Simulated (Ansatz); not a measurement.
**MgNi2S3: one candidate of a structure search**

The task: take a trial cell of MgNi2S3 to zero force and stress.

Method: DFT PBE, scalar-relativistic, plane waves, PAW, in Ansatz 0.2.0.

**1. The structure to begin with**

The structure is hexagonal, space group P6_3/mmc (No. 194). Conventional cell: a = 3.763 Å, b = 3.763 Å, c = 17.601 Å, α = 90.00°, β = 90.00°, γ = 120.00°. Mg (site symmetry -3m) has 6 S at 2.62 Å and 2 Ni at 2.93 Å as nearest neighbours. Ni (site symmetry 3m) has 6 S at 2.62 Å and 1 Ni at 2.93 Å and 1 Mg at 2.93 Å as nearest neighbours. Around S (site symmetry 3m) lie 3 Mg at 2.62 Å and 3 Ni at 2.62 Å. S (site symmetry -6m2) has 6 Ni at 2.62 Å as nearest neighbours.

Structure file:

```cif
data_structure
_symmetry_space_group_name_H-M 'P 1'
_symmetry_Int_Tables_number 1
_cell_length_a 3.7630
_cell_length_b 3.7630
_cell_length_c 17.6008
_cell_angle_alpha 90.000
_cell_angle_beta 90.000
_cell_angle_gamma 120.000
_cell_volume 215.84
loop_
_atom_site_label
_atom_site_type_symbol
_atom_site_fract_x
_atom_site_fract_y
_atom_site_fract_z
_atom_site_occupancy
Mg1 Mg 0.00000 0.00000 0.50000 1
Mg2 Mg 0.00000 0.00000 0.00000 1
Ni1 Ni 0.00000 0.00000 0.83333 1
Ni2 Ni 0.00000 0.00000 0.16667 1
Ni3 Ni 0.00000 0.00000 0.33333 1
Ni4 Ni 0.00000 0.00000 0.66667 1
S1 S 0.33333 0.66667 0.91667 1
S2 S 0.33333 0.66667 0.25000 1
S3 S 0.33333 0.66667 0.58333 1
S4 S 0.66667 0.33333 0.08333 1
S5 S 0.66667 0.33333 0.41667 1
S6 S 0.66667 0.33333 0.75000 1
```

The start is an ordering of an alloy on its end members' structure types: elements ordered on the sites of the NiS type, Ni/Mg on Ni (P6_3/mmc, No. 194).

**2. Probe: one point on a coarse mesh**

input.yaml

```yaml
crystal:
  lattice:
    - [3.76297486, 0.0, 0.0]
    - [-1.88148743, 3.25883182, 0.0]
    - [0.0, 0.0, 17.60083504]
  atoms:
    - { symbol: Mg, position: [0.0, 0.0, 0.5] }
    - { symbol: Mg, position: [0.0, 0.0, 0.0] }
    - { symbol: Ni, position: [0.0, 0.0, 0.83333333], spin: -2.0 }
    - { symbol: Ni, position: [0.0, 0.0, 0.16666667], spin: 2.0 }
    - { symbol: Ni, position: [0.0, 0.0, 0.33333333], spin: -2.0 }
    - { symbol: Ni, position: [0.0, 0.0, 0.66666667], spin: 2.0 }
    - { symbol: S, position: [0.33333333, 0.66666667, 0.91666667] }
    - { symbol: S, position: [0.33333333, 0.66666667, 0.25] }
    - { symbol: S, position: [0.33333333, 0.66666667, 0.58333333] }
    - { symbol: S, position: [0.66666667, 0.33333333, 0.08333333] }
    - { symbol: S, position: [0.66666667, 0.33333333, 0.41666667] }
    - { symbol: S, position: [0.66666667, 0.33333333, 0.75] }
basis:
  ecutwfc: 420
kpoints:
  mp_grid: { grid: [6, 6, 1] }
hamiltonian:
  xc: pbe
scf:
  occupations: { method: gaussian, width: 0.1 }
  lower_state_search: "off"
output:
  forces: true
  stress: true
  eigenvalues: true
  populations: true
magnetization:
  spin_polarized: true
```

On the command line:

```bash
ansatz run input.yaml --threads 1 --pin off --max-ram 2560MiB --backend cpu --events-out ev --progress --plain --runs-dir out
```

Further runs follow: a loose first relaxation; relaxation on the finer mesh.

**Question.** What will these runs give? Wanted: conventional cell; volume; energy over the elements; gap on the mesh; total moment.

As calculated:

| quantity | value |
| --- | --- |
| symmetry at the end (tolerance 0.02 Å) | space group P6_3/mmc (No. 194) |
| conventional cell | a = 3.549 Å, b = 3.549 Å, c = 16.618 Å, α = 90.00°, β = 90.00°, γ = 120.00° |
| volume | 15.11 Å³/atom |
| energy over the elements | -0.58 eV/atom |
| gap on the mesh | 0.28 eV |
| total moment | 0.00 μB/cell |

In words: The space group P6_3/mmc (No. 194) is kept, and the volume per atom shrinks by 16.0 % from the first guess. A negative formation energy is needed for stability but isn't enough; other structures and compounds were not set against it here. No finished test with a distortion of lower symmetry is shown, so the end may be a saddle point. Other magnetic orders were not searched.
